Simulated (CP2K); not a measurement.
CdS (Hawleyite) in CP2K: the effect of functional

CdS (Hawleyite):

```
Cd S
1.0
     4.12455    0.00000    0.00000
     2.06228    3.57197    0.00000
     2.06228    1.19066    3.36768
Cd S
1 1
Direct
  0.00000 0.00000 0.00000
  0.75000 0.75000 0.75000
```

Alike in all runs:

| Item | Value |
| --- | --- |
| Program | CP2K 2026.2 |
| Task | band structure |
| Potentials or basis | POTENTIAL_UZH Cd GTH-PBE-q12, S GTH-PBE-q6; TZVP-MOLOPT-PBE-GTH basis |
| Density cutoff | 9184 eV |
| k mesh | 8 × 8 × 8 |
| Occupations | fermi-dirac, width 0.05 eV |
| Spin | no spin polarisation |

**Question.** One run gave: gap on the mesh 0.98 eV; pressure 0.6 GPa. Which functional did it use?
A. BEEF-vdW
B. PBEsol
C. LDA
D. PBE
E. HLE16

**Answer.** B.

```csv
functional,gap on the mesh (eV),pressure (GPa)
PBE,1.14,3.4
LDA,0.85,-0.9
PBEsol,0.98,0.6
BEEF-vdW,1.27,4.9
BLYP,1.17,6.9
HLE16,2.34,-3.1
r2SCAN,1.27,0.4
```

Caveats: the basis of atomic orbitals isn't converged, which shifts pressures, moduli and gaps; the potentials were made for another functional, which shifts forces and pressure (some runs); the potentials were made for a functional far from this one (some runs).

